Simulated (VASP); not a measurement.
Crystal: SnO2 (Cassiterite).

```
Sn O
1.0
     4.73800    0.00000    0.00000
     0.00000    4.73800    0.00000
     0.00000    0.00000    3.18650
Sn O
2 4
Direct
  0.50000 0.50000 0.50000
  0.00000 0.00000 0.00000
  0.80710 0.19290 0.50000
  0.69290 0.69290 0.00000
  0.19290 0.80710 0.50000
  0.30710 0.30710 0.00000
```

Base run:

| Property | Result |
| --- | --- |
| Program | VASP 6.6.1 |
| Functional | PBE |
| Potentials or basis | VASP PAW PBE potentials, release 64 (Sn_d, O) |
| Cutoff | 520 eV |
| k mesh | 6 × 6 × 8 |
| Occupations | fermi-dirac, width 0.05 eV |
| Spin | no spin polarisation |

Its results: band gap on the k mesh 1.27 eV, direct.

**Question.** The run is repeated on the same cell with these changes: functional from PBE to PBEsol; further incar settings from ALGO = Fast; EDIFF = 1e-07 to ALGO = Normal; EDIFF = 1e-06. What comes out?

**Answer.** Band gap on the k mesh 1.18 eV, direct.

Caveats: spin-orbit coupling is left out, which moves the levels of the heavy elements.

Not every run made on this cell is shown here.
